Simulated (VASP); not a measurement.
# I (Im-3m) in VASP: further runs

Runs on I. Level: PBE. Tasks: single point.

Everything below comes from runs of VASP 6.6.1. Logs are shortened: lines on timing, memory, paths and dates and some standing lists are left out, and cuts for length are marked.

## Step 1: The crystal as given

It takes space group Im-3m (No. 229, cubic). Conventional cell: a = 4.179 Å, b = 4.179 Å, c = 4.179 Å, α = 90.00°, β = 90.00°, γ = 90.00°. I (site symmetry m-3m) has 8 I at 3.62 Å as nearest neighbours.

The real solid is made of molecules; this cell is a model form.

## Step 2: Single point, PBE

Contents of INCAR:

```
SYSTEM = I
PREC = Accurate
ENCUT = 460
EDIFF = 1E-6
ISMEAR = 0
SIGMA = 0.05
LREAL = .FALSE.
LASPH = .TRUE.
NELM = 100
ALGO = Normal
ISIF = 2
LWAVE = .FALSE.
LCHARG = .FALSE.
GGA = PE
NBANDS = 10
ADDGRID = .FALSE.
```

Contents of KPOINTS:

```
Automatic mesh
0
G
  8 8 8
  0 0 0
```

Contents of POSCAR:

```
I
1.0
   -2.0893754423      2.0893754423      2.0893754423
    2.0893754423     -2.0893754423      2.0893754423
    2.0893754423      2.0893754423     -2.0893754423
I
1
Direct
    0.0000000000      0.0000000000      0.0000000000
```

Potentials or basis: VASP PAW PBE potentials, release 64 (I).

On the command line:

```bash
cat potpaw_PBE.64/I/POTCAR > POTCAR
mpirun -np 1 vasp_std > vasp.out
```

OUTCAR:

```text
SYSTEM = I
   PREC = Accurate
   ENCUT = 460
   EDIFF = 1E-6
   ISMEAR = 0
   LREAL = .FALSE.
   LASPH = .TRUE.
   NELM = 100
   ISIF = 2
   GGA = PE

 Found     29 irreducible k-points:

 Following reciprocal coordinates:
            Coordinates               Weight
  0.000000  0.000000  0.000000      1.000000
  0.125000  0.000000  0.000000     12.000000
  0.250000  0.000000  0.000000     12.000000
  0.375000  0.000000  0.000000     12.000000
  0.500000  0.000000  0.000000      6.000000
  0.125000  0.125000  0.000000     24.000000
   k-points           NKPTS =     29   k-points in BZ     NKDIM =     29   number of bands    NBANDS=     10
   number of dos      NEDOS =    301   number of ions     NIONS =      1
   total plane-waves  NPLWV =  21952
   dimension x,y,z NGX =    28 NGY =   28 NGZ =   28
   dimension x,y,z NGXF=    56 NGYF=   56 NGZF=   56
   ions per type =               1
   NGX,Y,Z   is equivalent  to a cutoff of  12.86, 12.86, 12.86 a.u.
   NGXF,Y,Z  is equivalent  to a cutoff of  25.73, 25.73, 25.73 a.u.
 SYSTEM =  I
   PREC   = accura    normal or accurate (medium, high low for compatibility)
   ISTART =      0    job   : 0-new  1-cont  2-samecut
   ICHARG =      2    charge: 1-file 2-atom 10-const
   ISPIN  =      1    spin polarized calculation?
   LNONCOLLINEAR =      F non collinear calculations
   LSORBIT =      F    spin-orbit coupling
   LASPH  =      T    aspherical Exc in radial PAW
   ENCUT  =  460.0 eV  33.81 Ry    5.81 a.u.   6.33  6.33  6.33*2*pi/ulx,y,z
   NELM   =    100;   NELMIN=  2; NELMDL= -5     # of ELM steps
   EDIFF  = 0.1E-05   stopping-criterion for ELM
   LREAL  =      F    real-space projection
   EDIFFG = 0.1E-04   stopping-criterion for IOM
   NSW    =      0    number of steps for IOM
   IBRION =     -1    ionic relax: 0-MD 1-quasi-New 2-CG
   NFREE  =      0    steps in history (QN), initial steepest desc. (CG)
   ISIF   =      2    stress and relaxation
   ISYM   =      2    0-nonsym 1-usesym 2-fastsym
   POTIM  = 0.5000    time-step for ionic-motion
   TEBEG  =    0.0;   TEEND  =   0.0 temperature during run
   PSTRESS=    0.0 pullay stress
   NELECT =       7.0000    total number of electrons
   NUPDOWN=      -1.0000    fix difference up-down
   EMIN   =  10.00;   EMAX   =-10.00  energy-range for DOS
   EFERMI =   0.00;   METHOD = LEGACY
   ISMEAR =     0;   SIGMA  =   0.05  broadening in eV -4-tet -1-fermi 0-gaus
   EFERMI_NEDOS =   21; number of points for ismear=-14 and -15
   IALGO  =     38    algorithm
   IMIX   =      4    mixing-type and parameters
     AMIX     =   0.40;   BMIX     =  1.00
     AMIX_MAG =   1.60;   BMIX_MAG =  1.00
  volume/ion in A,a.u.               =      36.48       246.21
  Fermi-wavevector in a.u.,A,eV,Ry     =   0.944215  1.784308 12.130172  0.891543
  Thomas-Fermi vector in A             =   2.071998
   LORBIT       =      0    0 simple, 1 ext, 2 COOP (PROOUT), +10 PAW based schemes
   GGA     = PE    functional components
   LHFCALC =     F    Hartree Fock is set to
   AEXX    =    0.0000 exact exchange contribution
   IVDW    =     0    specifies the selected vdW correction
   LEPSILON=     F    determine dielectric tensor
   LRPA    =     F    only Hartree local field effects (RPA)
 non-spin polarized calculation
 Gauss-broadening in eV      SIGMA  =   0.05
  energy-cutoff  :      460.00
  volume of cell :       36.48
 maximum number of plane-waves:       856
 NGX is ok and might be reduce to    28

 number of electron       7.0000000 magnetization

 Free energy of the ion-electron system (eV)
  ---------------------------------------------------
  ext. energy  EPLUGINS =         0.00000000
  ---------------------------------------------------
  free energy    TOTEN  =        -1.04186692 eV

  energy without entropy =       -1.03878093  energy(sigma->0) =       -1.04032393

 E-fermi :   4.0639     XC(G=0):  -8.9197

 val. band max:        4.0330294689   @ k =   0.3750   0.2500  -0.0000
 cond. band min:       4.0739150146   @ k =  -0.2500   0.2500   0.1250
 fundamental gap:      0.0408855458
 Fermi energy:         4.0638531217

 k-point     1 :       0.0000    0.0000    0.0000
  band No.  band energies     occupation
      1      -9.1828      2.00000
      2       4.8905      0.00000
      3       4.8905      0.00000
      4       4.8905      0.00000
      5      10.9340      0.00000
      6      13.8676      0.00000
      7      13.8676      0.00000
      8      13.8676      0.00000
      9      16.1006      0.00000
     10      16.1006      0.00000

 k-point     2 :       0.1250    0.0000    0.0000
  band No.  band energies     occupation
      1      -9.0226      2.00000
      2       3.8638      2.00000
      3       4.5995      0.00000
      4       4.8480      0.00000
      5      11.6703      0.00000
      6      13.1713      0.00000
      7      13.5067      0.00000
      8      14.6191      0.00000
      9      15.2776      0.00000
     10      15.5310      0.00000

 k-point     3 :       0.2500    0.0000    0.0000
  band No.  band energies     occupation
      1      -8.5905      2.00000
      2       1.9943      2.00000
      3       4.0030      1.91477
      4       4.7414      0.00000
      5      11.0780      0.00000
      6      12.1902      0.00000
      7      14.5450      0.00000
      8      15.4211      0.00000
      9      16.3643      0.00000
     10      16.5836      0.00000

 k-point     4 :       0.3750    0.0000    0.0000
  band No.  band energies     occupation
      1      -8.0678      2.00000
      2       0.4256      2.00000
      3       3.5064      2.00000
      4       4.6300      0.00000
      5      10.1859      0.00000
      6      11.5378      0.00000
      7      15.9699      0.00000
      8      16.0426      0.00000
      9      18.1169      0.00000
     10      19.3075      0.00000

 k-point     5 :       0.5000    0.0000    0.0000
  band No.  band energies     occupation
      1      -7.8110      2.00000
      2      -0.2019      2.00000
      3       3.3214      2.00000
      4       4.5828      0.00000
      5       9.8704      0.00000
      6      11.3147      0.00000
      7      16.9059      0.00000
      8      17.2812      0.00000
      9      17.6152      0.00000
     10      18.1039      0.00000

 k-point     6 :       0.1250    0.1250    0.0000
  band No.  band energies     occupation
      1      -8.7252      2.00000
      2       2.5913      2.00000
      3       4.1562      0.00899
      4       4.5855      0.00000
      5      11.9333      0.00000
      6      12.5933      0.00000
      7      13.3550      0.00000
      8      14.8021      0.00000
      9      16.3228      0.00000
     10      16.6417      0.00000

 [... further k-points ...]

------------------------ aborting loop because EDIFF is reached ----------------------------------------

  FORCE on cell =-STRESS in cart. coord.  units (eV):
  Direction    XX          YY          ZZ          XY          YZ          ZX
  --------------------------------------------------------------------------------------
  -------------------------------------------------------------------------------------
  Total       -0.0474018     -0.0474018     -0.0474018      0.0000000     -0.0000000     -0.0000000
  in kB       -2.0815945     -2.0815945     -2.0815945      0.0000000     -0.0000000     -0.0000000
  external PRESSURE =      -2.0815945 kB  Pullay stress =       0.0000000 kB

 VOLUME and BASIS-vectors are now :
 -----------------------------------------------------------------------------
  energy-cutoff  :      460.00
  volume of cell :       36.48
      direct lattice vectors                 reciprocal lattice vectors
    -2.089375442  2.089375442  2.089375442     0.000000000  0.239305962  0.239305962
     2.089375442 -2.089375442  2.089375442     0.239305962  0.000000000  0.239305962
     2.089375442  2.089375442 -2.089375442     0.239305962  0.239305962  0.000000000

 POSITION                                       TOTAL-FORCE (eV/Angst)
 -----------------------------------------------------------------------------------
      0.00000      0.00000      0.00000         0.000000     -0.000000     -0.000000
 -----------------------------------------------------------------------------------
    total drift:                               -0.000000      0.000000      0.000000

  FREE ENERGIE OF THE ION-ELECTRON SYSTEM (eV)
  ---------------------------------------------------
  free  energy   TOTEN  =        -1.0418669197 eV

  energy  without entropy=       -1.0387809325  energy(sigma->0) =       -1.04032393
```

OSZICAR:

```text
N       E                     dE             d eps       ncg     rms          rms(c)
DAV:   1     0.187099579132E+02    0.18710E+02   -0.23074E+03   588   0.440E+02
DAV:   2    -0.307954551569E+00   -0.19018E+02   -0.18350E+02   722   0.791E+01
DAV:   3    -0.103446509372E+01   -0.72651E+00   -0.71901E+00   704   0.159E+01
DAV:   4    -0.104081190738E+01   -0.63468E-02   -0.63463E-02   742   0.176E+00
DAV:   5    -0.104088939391E+01   -0.77487E-04   -0.77487E-04   714   0.176E-01    0.348E+00
DAV:   6    -0.104113886284E+01   -0.24947E-03   -0.15920E-03   682   0.201E-01    0.213E+00
DAV:   7    -0.104186475464E+01   -0.72589E-03   -0.30678E-03   666   0.288E-01    0.104E-01
DAV:   8    -0.104186609781E+01   -0.13432E-05   -0.14132E-04   660   0.581E-02    0.170E-02
DAV:   9    -0.104186691966E+01   -0.82185E-06   -0.32112E-06   720   0.122E-02
   1 F= -.10418669E+01 E0= -.10403239E+01  d E =-.308599E-02
```

stdout:

```text
POSCAR found type information on POSCAR I
 POSCAR found :  1 types and       1 ions
 scaLAPACK will be used
 LDA part: xc-table for (Slater+PW92), standard interpolation
 POSCAR, INCAR and KPOINTS ok, starting setup
 FFT: planning ... GRIDC
 FFT: planning ... GRID_SOFT
 FFT: planning ... GRID
 WAVECAR not read
 entering main loop
```

Wall time 5.8 s (1 thread of Intel Xeon Platinum 8488C (Sapphire Rapids), shared host); peak memory 0.15 GiB.

These settings aren't checked as converged: the numbers below hold their error.

What came out:

```yaml
Free_energy: -1.0419 eV
Pressure: -0.2 GPa
Band_gap_on_the_k_mesh: none (metal or under the smearing width)
```

Caveat: an odd number of electrons without spin polarisation forces a metal; a magnetic or distorted state may lie lower.

## Step 3: Single point, PBE

This run uses another cell than the first one, of the same volume but with other edges.

INCAR is that of step 2.

KPOINTS is that of step 2.

Contents of POSCAR:

```
I
1.0
   -2.1240960000      2.1667550000      2.1089740000
    2.1114880000     -2.1329730000      2.0625830000
    2.0399160000      2.0487930000     -2.0751920000
I
1
Direct
    0.0126280000     -0.0160290000     -0.0040210000
```

Potentials or basis: VASP PAW PBE potentials, release 64 (I).

On the command line:

```bash
cat potpaw_PBE.64/I/POTCAR > POTCAR
mpirun -np 1 vasp_std > vasp.out
```

Wall time 36 s (1 thread of Intel Xeon Platinum 8488C (Sapphire Rapids), shared host); peak memory 0.2 GiB.

The run converged, but some of its settings lie outside the range that counts as converged, so its numbers aren't taken as properties of the crystal.

What came out:

- Free energy: -1.0520 eV
- Pressure: -0.2 GPa
- Band gap on the k mesh: none (metal or under the smearing width)

Caveat: an odd number of electrons without spin polarisation forces a metal; a magnetic or distorted state may lie lower.

## Step 4: Single point, PBE

Edit INCAR of step 3 so:

```diff
@@ -4,3 +4,3 @@
 EDIFF = 1E-6
-ISMEAR = 0
+ISMEAR = -5
 SIGMA = 0.05
```

KPOINTS is that of step 3.

Contents of POSCAR:

```
I
1.0
   -2.0893754423      2.0893754423      2.0893754423
    2.0893754423     -2.0893754423      2.0893754423
    2.0893754423      2.0893754423     -2.0893754423
I
1
Direct
    0.0000000000      0.0000000000      0.0000000000
```

Potentials or basis: VASP PAW PBE potentials, release 64 (I).

On the command line:

```bash
cat potpaw_PBE.64/I/POTCAR > POTCAR
mpirun -np 1 vasp_std > vasp.out
```

OUTCAR:

```text
SYSTEM = I
   PREC = Accurate
   ENCUT = 460
   EDIFF = 1E-6
   ISMEAR = -5
   LREAL = .FALSE.
   LASPH = .TRUE.
   NELM = 100
   ISIF = 2
   GGA = PE

 Found     29 irreducible k-points:

 Following reciprocal coordinates:
            Coordinates               Weight
  0.000000  0.000000  0.000000      1.000000
  0.125000  0.000000  0.000000     12.000000
  0.250000  0.000000  0.000000     12.000000
  0.375000  0.000000  0.000000     12.000000
  0.500000  0.000000  0.000000      6.000000
[... 152 lines left out ...]
     10      16.6412      0.00000

 [... further k-points ...]

------------------------ aborting loop because EDIFF is reached ----------------------------------------

  FORCE on cell =-STRESS in cart. coord.  units (eV):
  Direction    XX          YY          ZZ          XY          YZ          ZX
  --------------------------------------------------------------------------------------
  -------------------------------------------------------------------------------------
  Total       -0.0871210     -0.0871210     -0.0871210     -0.0000000     -0.0000000     -0.0000000
  in kB       -3.8258154     -3.8258154     -3.8258154     -0.0000000     -0.0000000     -0.0000000
  external PRESSURE =      -3.8258154 kB  Pullay stress =       0.0000000 kB

 VOLUME and BASIS-vectors are now :
 -----------------------------------------------------------------------------
  energy-cutoff  :      460.00
  volume of cell :       36.48
      direct lattice vectors                 reciprocal lattice vectors
    -2.089375442  2.089375442  2.089375442     0.000000000  0.239305962  0.239305962
     2.089375442 -2.089375442  2.089375442     0.239305962  0.000000000  0.239305962
     2.089375442  2.089375442 -2.089375442     0.239305962  0.239305962  0.000000000

 POSITION                                       TOTAL-FORCE (eV/Angst)
 -----------------------------------------------------------------------------------
      0.00000      0.00000      0.00000         0.000000      0.000000     -0.000000
 -----------------------------------------------------------------------------------
    total drift:                                0.000000      0.000000      0.000000

  FREE ENERGIE OF THE ION-ELECTRON SYSTEM (eV)
  ---------------------------------------------------
  free  energy   TOTEN  =        -1.0534997054 eV

  energy  without entropy=       -1.0534997054  energy(sigma->0) =       -1.05349971
```

stdout:

```text
POSCAR found type information on POSCAR I
 POSCAR found :  1 types and       1 ions
 scaLAPACK will be used
 LDA part: xc-table for (Slater+PW92), standard interpolation
 POSCAR, INCAR and KPOINTS ok, starting setup
 FFT: planning ... GRIDC
 FFT: planning ... GRID_SOFT
 FFT: planning ... GRID
 WAVECAR not read
 entering main loop
 -----------------------------------------------------------------------------
|                                                                             |
|           W    W    AA    RRRRR   N    N  II  N    N   GGGG   !!!           |
|           W    W   A  A   R    R  NN   N  II  NN   N  G    G  !!!           |
|           W    W  A    A  R    R  N N  N  II  N N  N  G       !!!           |
|           W WW W  AAAAAA  RRRRR   N  N N  II  N  N N  G  GGG   !            |
|           WW  WW  A    A  R   R   N   NN  II  N   NN  G    G                |
|           W    W  A    A  R    R  N    N  II  N    N   GGGG   !!!           |
|                                                                             |
|     Tetrahedron method does not include variations of the Fermi             |
|     occupations, so forces and stress will be inaccurate. We suggest        |
|     using a different smearing scheme ISMEAR = 1 or 2 for metals in         |
|     relaxations.                                                            |
|                                                                             |
 -----------------------------------------------------------------------------
```

It took 5.9 s on 1 thread of Intel Xeon Platinum 8488C (Sapphire Rapids), shared host; peak memory 0.15 GiB.

The run converged, but some of its settings lie outside the range that counts as converged, so its numbers aren't taken as properties of the crystal.

Results:

| Quantity | Value |
| --- | --- |
| Free energy | -1.0535 eV |
| Pressure | -0.4 GPa |
| Band gap on the k mesh | none (metal or under the smearing width) |

Caveat: an odd number of electrons without spin polarisation forces a metal; a magnetic or distorted state may lie lower; tetrahedron occupations give inexact forces and stress in metals.

## Step 5: Single point, PBE

This run uses another cell than the first one, of the same volume but with other edges.

INCAR is that of step 4.

KPOINTS is that of step 4.

Contents of POSCAR:

```
I
1.0
   -2.1240960000      2.1667550000      2.1089740000
    2.1114880000     -2.1329730000      2.0625830000
    2.0399160000      2.0487930000     -2.0751920000
I
1
Direct
    0.0126280000     -0.0160290000     -0.0040210000
```

On the command line:

```bash
cat potpaw_PBE.64/I/POTCAR > POTCAR
mpirun -np 1 vasp_std > vasp.out
```

Run time: 42 s. Hardware: 1 thread of Intel Xeon Platinum 8488C (Sapphire Rapids), shared host; peak memory 0.21 GiB.

These settings aren't checked as converged: the numbers below hold their error.

Results:

```
Free energy            : -1.0635 eV
Pressure               : -0.4 GPa
Band gap on the k mesh : none (metal or under the smearing width)
```

Caveat: an odd number of electrons without spin polarisation forces a metal; a magnetic or distorted state may lie lower; tetrahedron occupations give inexact forces and stress in metals.

(Part 1 of 2 ends here.)
